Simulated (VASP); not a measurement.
**InSb in VASP: relaxing the cell with several functionals**

Where does InSb in the CsCl-type structure come to rest with PBEsol and LDA? The results are then set beside those of Ansatz 0.2.0 from the same starts. This is a trial cell built on a prototype, not taken from a measured structure, and it needn't be the compound's ground state.

Code: VASP 6.6.1. PAW datasets, plane waves, zero pressure. No spin polarisation. The prototype was imposed, so other structures may be more stable.

**1. The structure to begin with**

The cell comes from an earlier relaxation with PBE in another program.

Space group Pm-3m (No. 221), cubic; conventional cell a = 3.799 Å, 27.41 Å³ an atom. Around In lie 8 Sb at 3.29 Å; around Sb lie 8 In at 3.29 Å.

As a file:

```
CELL_PARAMETERS angstrom
3.79890 0.00000 0.00000
0.00000 3.79890 0.00000
0.00000 0.00000 3.79890
ATOMIC_POSITIONS crystal
In 0.00000 0.00000 0.00000
Sb 0.50000 0.50000 0.50000
```

**2. Relaxing with PBEsol**

Input file INCAR:

```
ENCUT = 600.000000
SIGMA = 0.020000
EDIFF = 1.00e-07
EDIFFG = -5.00e-03
GGA = PS
PREC = Accurate
IBRION = 2
ISIF = 3
ISMEAR = -1
NBANDS = 16
NELM = 120
NSW = 40
LASPH = .TRUE.
LCHARG = .FALSE.
LWAVE = .FALSE.
LREAL = .FALSE.
```

Input file KPOINTS:

```
KPOINTS created by Atomic Simulation Environment
0
Gamma
6 6 6
0 0 0
```

Input file POSCAR:

```
In Sb
 1.0000000000000000
     3.7989045434132893   -0.0000000000000000    0.0000000000000000
    -0.0000000000000000    3.7989045434132893    0.0000000000000000
     0.0000000000000000    0.0000000000000000    3.7989045434132893
 In  Sb
   1   1
Cartesian
 -0.0000000000000000  0.0000000000000000  0.0000000000000000
  1.8994522717066447  1.8994522717066447  1.8994522717066447
```

Potentials: the recommended PBE PAW datasets, 18 valence electrons in the neutral cell.

On the command line:

```
$ mpirun -np 1 vasp_std
```

The first run moved the cell so far that it was started again from its end, on a fresh basis. The second run's POSCAR:

```
In Sb
 1.0000000000000000
     3.7233999243311189    0.0000000000000000    0.0000000000000000
     0.0000000000000000    3.7233999243311189    0.0000000000000000
    -0.0000000000000000   -0.0000000000000000    3.7233999243311189
 In  Sb
   1   1
Cartesian
  0.0000000000000000  0.0000000000000000  0.0000000000000000
  1.8616999621655594  1.8616999621655594  1.8616999621655594
```

The files below are the second run's.

Standard output, without the iteration lines:

```text
POSCAR found type information on POSCAR InSb
 POSCAR found :  2 types and       2 ions
 -----------------------------------------------------------------------------
|                                                                             |
|                                                                             |
|     You enforced a specific xc type in the INCAR file but a different       |
|     I HOPE YOU KNOW WHAT YOU ARE DOING!                                     |
|                                                                             |
 -----------------------------------------------------------------------------

 LDA part: xc-table for (Slater+PW92), standard interpolation
 POSCAR, INCAR and KPOINTS ok, starting setup
 FFT: planning ... GRIDC
 FFT: planning ... GRID_SOFT
 FFT: planning ... GRID
 WAVECAR not read
 WARNING: random wavefunctions but no delay for mixing, default for NELMDL
 entering main loop
 curvature:   0.00 expect dE= 0.000E+00 dE for cont linesearch  0.000E+00
 search vector abs. value=  0.413E-06
 reached required accuracy - stopping structural energy minimisation
```

OSZICAR:

```text
N       E                     dE             d eps       ncg     rms          rms(c)
DAV:   1     0.114806319499E+03    0.11481E+03   -0.88367E+03   640   0.136E+03
DAV:   2    -0.484161466826E+00   -0.11529E+03   -0.11148E+03   744   0.319E+02
DAV:   3    -0.726811896607E+01   -0.67840E+01   -0.66425E+01   816   0.722E+01
DAV:   4    -0.743630494637E+01   -0.16819E+00   -0.16816E+00   864   0.116E+01
DAV:   5    -0.744273187841E+01   -0.64269E-02   -0.64268E-02   928   0.192E+00    0.294E+00
DAV:   6    -0.739626607648E+01    0.46466E-01   -0.76065E-02   800   0.504E+00    0.161E+00
DAV:   7    -0.738745644422E+01    0.88096E-02   -0.23048E-02   904   0.223E+00    0.341E-01
DAV:   8    -0.738659306623E+01    0.86338E-03   -0.21588E-03   832   0.679E-01    0.113E-01
DAV:   9    -0.738657790596E+01    0.15160E-04   -0.13819E-04   888   0.106E-01    0.433E-02
DAV:  10    -0.738657485775E+01    0.30482E-05   -0.74763E-06   888   0.258E-02    0.163E-02
DAV:  11    -0.738657456109E+01    0.29665E-06   -0.89728E-07   872   0.140E-02    0.778E-03
DAV:  12    -0.738657451724E+01    0.43852E-07   -0.44072E-08   520   0.330E-03
   1 F= -.73865745E+01 E0= -.73861427E+01  d E =-.738657E+01
```

Parts of OUTCAR:

```text
k-points           NKPTS =     20   k-points in BZ     NKDIM =     20   number of bands    NBANDS=     16

   NELECT =      18.0000    total number of electrons

   dimension x,y,z NGX =    30 NGY =   30 NGZ =   30
   dimension x,y,z NGXF=    60 NGYF=   60 NGZF=   60

  energy-cutoff  :      600.00
  volume of cell :       51.62
      direct lattice vectors                 reciprocal lattice vectors
     3.723399924  0.000000000  0.000000000     0.268571741  0.000000000  0.000000000
     0.000000000  3.723399924  0.000000000     0.000000000  0.268571741  0.000000000
     0.000000000  0.000000000  3.723399924     0.000000000  0.000000000  0.268571741

 k-points in reciprocal lattice and weights: KPOINTS created by Atomic Simulation Env
   0.00000000  0.00000000  0.00000000       0.005
   0.16666667  0.00000000  0.00000000       0.028
   0.33333333  0.00000000  0.00000000       0.028
   0.50000000  0.00000000  0.00000000       0.014
   0.16666667  0.16666667  0.00000000       0.056
   0.33333333  0.16666667  0.00000000       0.111
   0.50000000  0.16666667  0.00000000       0.056
   0.33333333  0.33333333  0.00000000       0.056
[... 12 more k-points ...]

 E-fermi :   8.0972

 k-point     1 :       0.0000    0.0000    0.0000
  band No.  band energies     occupation
      1      -6.4055      2.00000
      2      -6.4055      2.00000
      3      -6.2727      2.00000
      4      -6.2727      2.00000
      5      -6.2727      2.00000
      6      -3.6755      2.00000
      7       6.2323      2.00000
      8       7.4037      2.00000
      9       7.4037      2.00000
     10       7.4037      2.00000
     11      12.1665      0.00000
     12      12.1665      0.00000
     13      16.8982      0.00000
     14      16.8982      0.00000
     15      16.8982      0.00000
     16      20.5623      0.00000

 k-point     2 :       0.1667    0.0000    0.0000
  band No.  band energies     occupation
      1      -6.4032      2.00000
      2      -6.3754      2.00000
      3      -6.2872      2.00000
      4      -6.2872      2.00000
      5      -6.2720      2.00000
      6      -3.3930      2.00000
      7       4.3410      2.00000
      8       7.7368      2.00000
      9       7.7368      2.00000
     10       8.2415      0.00146
     11      12.3876      0.00000
     12      13.8831      0.00000
     13      15.4797      0.00000
     14      15.5549      0.00000
     15      15.5549      0.00000
     16      18.5331      0.00000

 k-point     3 :       0.3333    0.0000    0.0000
  band No.  band energies     occupation
      1      -6.3985      2.00000
      2      -6.3162      2.00000
      3      -6.3160      2.00000
      4      -6.3160      2.00000
      5      -6.2706      2.00000
      6      -2.6081      2.00000
      7       1.9730      2.00000
      8       8.6469      0.00000
      9       8.6469      0.00000
     10       9.2361      0.00000
     11      12.7440      0.00000
     12      13.0261      0.00000
     13      13.3157      0.00000
     14      13.3157      0.00000
     15      16.3709      0.00000
     16      18.0193      0.00000

 k-point     4 :       0.5000    0.0000    0.0000
  band No.  band energies     occupation
      1      -6.3962      2.00000
      2      -6.3302      2.00000
      3      -6.3302      2.00000
      4      -6.2870      2.00000
      5      -6.2699      2.00000
      6      -1.9192      2.00000
      7       0.7160      2.00000
      8       9.4464      0.00000
      9       9.4464      0.00000
     10      10.5141      0.00000
     11      10.8998      0.00000
     12      12.0211      0.00000
     13      12.0211      0.00000
     14      13.6697      0.00000
     15      15.2095      0.00000
     16      21.1135      0.00000

[... the tables of k-points 5 to 20 left out ...]

  Total        0.0023895      0.0023895      0.0023895     -0.0000000     -0.0000000     -0.0000000
  in kB        0.0741634      0.0741634      0.0741634     -0.0000000     -0.0000000     -0.0000000
  external PRESSURE =       0.0741634 kB  Pullay stress =       0.0000000 kB

 POSITION                                       TOTAL-FORCE (eV/Angst)
 -----------------------------------------------------------------------------------
      0.00000      0.00000      0.00000         0.000000      0.000000      0.000000
      1.86170      1.86170      1.86170         0.000000      0.000000      0.000000
 -----------------------------------------------------------------------------------
    total drift:                                0.000000     -0.000000     -0.000000

  FREE ENERGIE OF THE ION-ELECTRON SYSTEM (eV)
  ---------------------------------------------------
  free  energy   TOTEN  =        -7.3865745172 eV

  energy  without entropy=       -7.3857109710  energy(sigma->0) =       -7.38614274
```

CONTCAR

```
In Sb
   1.00000000000000
     3.7233999243311189    0.0000000000000000    0.0000000000000000
     0.0000000000000000    3.7233999243311189    0.0000000000000000
     0.0000000000000000    0.0000000000000000    3.7233999243311189
  In              Sb
     1     1
Direct
     0.0000000000000000    0.0000000000000000    0.0000000000000000
     0.5000000000000000    0.5000000000000000    0.5000000000000000

  0.00000000E+00  0.00000000E+00  0.00000000E+00
  0.00000000E+00  0.00000000E+00  0.00000000E+00
```

Hardware: 1 MPI rank of Intel Xeon Platinum 8488C, shared host.

```
                       before   after   change
                a (Å)   3.799   3.723  -1.99 %
     volume (Å³/atom)  27.412  25.810  -5.84 %
shortest distance (Å)   3.290   3.225  -1.99 %
          space group   Pm-3m   Pm-3m     same
```

**3. LDA: cell and atoms**

INCAR: that of step 2 with these lines changed.

```diff
@@ -4,3 +4,3 @@
 EDIFFG = -5.00e-03
-GGA = PS
+GGA = CA
 PREC = Accurate
```

KPOINTS is that of step 2.

POSCAR is that of step 2.

Potentials: the recommended LDA PAW datasets, 18 valence electrons in the neutral cell.

On the command line:

```
$ mpirun -np 1 vasp_std
```

The first run moved the cell so far that it was started again from its end, on a fresh basis. The second run's POSCAR:

```
In Sb
 1.0000000000000000
     3.6921530176384527   -0.0000000000000000   -0.0000000000000000
    -0.0000000000000000    3.6921530176384527   -0.0000000000000000
     0.0000000000000000   -0.0000000000000000    3.6921530176384527
 In  Sb
   1   1
Cartesian
  0.0000000000000000  0.0000000000000000  0.0000000000000000
  1.8460765088192264  1.8460765088192264  1.8460765088192264
```

The files below are the second run's.

Standard output, without the iteration lines:

```text
POSCAR found type information on POSCAR InSb
 POSCAR found :  2 types and       2 ions
 LDA part: xc-table for (Slater(with rela. corr.)+CA(PZ))
 , standard interpolation
 POSCAR, INCAR and KPOINTS ok, starting setup
 FFT: planning ... GRIDC
 FFT: planning ... GRID_SOFT
 FFT: planning ... GRID
 WAVECAR not read
 WARNING: random wavefunctions but no delay for mixing, default for NELMDL
 entering main loop
 curvature:   0.00 expect dE= 0.000E+00 dE for cont linesearch  0.000E+00
 search vector abs. value=  0.334E-05
 reached required accuracy - stopping structural energy minimisation
```

OSZICAR:

```text
N       E                     dE             d eps       ncg     rms          rms(c)
DAV:   1     0.115681168448E+03    0.11568E+03   -0.86382E+03   640   0.134E+03
DAV:   2    -0.781755916440E+00   -0.11646E+03   -0.11294E+03   728   0.311E+02
DAV:   3    -0.773256261735E+01   -0.69508E+01   -0.68677E+01   792   0.720E+01
DAV:   4    -0.790262563765E+01   -0.17006E+00   -0.16999E+00   792   0.121E+01
DAV:   5    -0.791052128074E+01   -0.78956E-02   -0.78955E-02   944   0.228E+00    0.331E+00
DAV:   6    -0.787052829147E+01    0.39993E-01   -0.56957E-02   832   0.436E+00    0.183E+00
DAV:   7    -0.786115769484E+01    0.93706E-02   -0.20778E-02   880   0.202E+00    0.298E-01
DAV:   8    -0.786030863891E+01    0.84906E-03   -0.22327E-03   832   0.742E-01    0.123E-01
DAV:   9    -0.786027095967E+01    0.37679E-04   -0.15319E-04   896   0.116E-01    0.520E-02
DAV:  10    -0.786026799532E+01    0.29643E-05   -0.10429E-05   864   0.396E-02    0.171E-02
DAV:  11    -0.786026793418E+01    0.61144E-07   -0.11090E-06   880   0.153E-02    0.730E-03
DAV:  12    -0.786026791997E+01    0.14209E-07   -0.25102E-08   496   0.166E-03
   1 F= -.78602679E+01 E0= -.78598391E+01  d E =-.786027E+01
```

Parts of OUTCAR:

```text
k-points           NKPTS =     20   k-points in BZ     NKDIM =     20   number of bands    NBANDS=     16

   NELECT =      18.0000    total number of electrons

   dimension x,y,z NGX =    30 NGY =   30 NGZ =   30
   dimension x,y,z NGXF=    60 NGYF=   60 NGZF=   60

  energy-cutoff  :      600.00
  volume of cell :       50.33
      direct lattice vectors                 reciprocal lattice vectors
     3.692153018  0.000000000  0.000000000     0.270844679  0.000000000  0.000000000
     0.000000000  3.692153018  0.000000000     0.000000000  0.270844679  0.000000000
     0.000000000  0.000000000  3.692153018     0.000000000  0.000000000  0.270844679

 k-points in reciprocal lattice and weights: KPOINTS created by Atomic Simulation Env
   0.00000000  0.00000000  0.00000000       0.005
   0.16666667  0.00000000  0.00000000       0.028
   0.33333333  0.00000000  0.00000000       0.028
   0.50000000  0.00000000  0.00000000       0.014
   0.16666667  0.16666667  0.00000000       0.056
   0.33333333  0.16666667  0.00000000       0.111
   0.50000000  0.16666667  0.00000000       0.056
   0.33333333  0.33333333  0.00000000       0.056
[... 12 more k-points ...]

 E-fermi :   8.3607

 k-point     1 :       0.0000    0.0000    0.0000
  band No.  band energies     occupation
      1      -6.1797      2.00000
      2      -6.1797      2.00000
      3      -6.0368      2.00000
      4      -6.0368      2.00000
      5      -6.0368      2.00000
      6      -3.5838      2.00000
      7       6.5414      2.00000
      8       7.6448      2.00000
      9       7.6448      2.00000
     10       7.6448      2.00000
     11      12.5256      0.00000
     12      12.5256      0.00000
     13      17.2936      0.00000
     14      17.2936      0.00000
     15      17.2936      0.00000
     16      20.6378      0.00000

 k-point     2 :       0.1667    0.0000    0.0000
  band No.  band energies     occupation
      1      -6.1772      2.00000
      2      -6.1473      2.00000
      3      -6.0527      2.00000
      4      -6.0527      2.00000
      5      -6.0361      2.00000
      6      -3.2941      2.00000
      7       4.5701      2.00000
      8       7.9878      2.00000
      9       7.9878      2.00000
     10       8.5517      0.00014
     11      12.7437      0.00000
     12      14.2503      0.00000
     13      15.8597      0.00000
     14      15.9078      0.00000
     15      15.9078      0.00000
     16      18.9105      0.00000

 k-point     3 :       0.3333    0.0000    0.0000
  band No.  band energies     occupation
      1      -6.1722      2.00000
      2      -6.0841      2.00000
      3      -6.0841      2.00000
      4      -6.0838      2.00000
      5      -6.0347      2.00000
      6      -2.4854      2.00000
      7       2.1429      2.00000
      8       8.9266      0.00000
      9       8.9266      0.00000
     10       9.5683      0.00000
     11      13.1152      0.00000
     12      13.3704      0.00000
     13      13.6327      0.00000
     14      13.6327      0.00000
     15      16.7579      0.00000
     16      18.3533      0.00000

 k-point     4 :       0.5000    0.0000    0.0000
  band No.  band energies     occupation
      1      -6.1697      2.00000
      2      -6.0997      2.00000
      3      -6.0997      2.00000
      4      -6.0525      2.00000
      5      -6.0340      2.00000
      6      -1.7666      2.00000
      7       0.8445      2.00000
      8       9.7591      0.00000
      9       9.7591      0.00000
     10      10.8648      0.00000
     11      11.2445      0.00000
     12      12.3050      0.00000
     13      12.3050      0.00000
     14      13.9866      0.00000
     15      15.6230      0.00000
     16      21.0649      0.00000

[... the tables of k-points 5 to 20 left out ...]

  Total        0.0067968      0.0067968      0.0067968      0.0000000      0.0000000     -0.0000000
  in kB        0.2163588      0.2163588      0.2163588      0.0000000      0.0000000     -0.0000000
  external PRESSURE =       0.2163588 kB  Pullay stress =       0.0000000 kB

 POSITION                                       TOTAL-FORCE (eV/Angst)
 -----------------------------------------------------------------------------------
      0.00000      0.00000      0.00000         0.000000      0.000000      0.000000
      1.84608      1.84608      1.84608         0.000000      0.000000      0.000000
 -----------------------------------------------------------------------------------
    total drift:                                0.000000     -0.000000     -0.000000

  FREE ENERGIE OF THE ION-ELECTRON SYSTEM (eV)
  ---------------------------------------------------
  free  energy   TOTEN  =        -7.8602679200 eV

  energy  without entropy=       -7.8594102086  energy(sigma->0) =       -7.85983906
```

CONTCAR

```
In Sb
   1.00000000000000
     3.6921530176384527    0.0000000000000000    0.0000000000000000
     0.0000000000000000    3.6921530176384527    0.0000000000000000
     0.0000000000000000    0.0000000000000000    3.6921530176384527
  In              Sb
     1     1
Direct
     0.0000000000000000    0.0000000000000000    0.0000000000000000
     0.5000000000000000    0.5000000000000000    0.5000000000000000

  0.00000000E+00  0.00000000E+00  0.00000000E+00
  0.00000000E+00  0.00000000E+00  0.00000000E+00
```

Hardware: 1 MPI rank of Intel Xeon Platinum 8488C, shared host.

|  | before | after | change |
| --- | --- | --- | --- |
| a (Å) | 3.799 | 3.692 | -2.81 % |
| volume (Å³/atom) | 27.412 | 25.166 | -8.20 % |
| shortest distance (Å) | 3.290 | 3.197 | -2.81 % |
| space group | Pm-3m | Pm-3m | same |

**4. Results**

| level | a (Å) | volume (Å³/atom) | space group | Ansatz: volume (Å³/atom) |
| --- | --- | --- | --- | --- |
| PBEsol | 3.723 | 25.810 | Pm-3m | 25.802 |
| LDA | 3.692 | 25.166 | Pm-3m | 25.123 |

**Reading.** The PBEsol run changed the volume by -5.8 % from its own start of 27.41 Å³/atom. LDA gives the smallest cell and PBEsol the largest, 2.6 % apart in volume. The two programs differ by at most 0.17 % in volume, much less than the spread of the functionals. The two codes have different PAW datasets and cutoffs. VASP's cell holds 18 valence electrons and Ansatz's 28. LDA means the Perdew–Zunger form in VASP and the Perdew–Wang form in Ansatz.
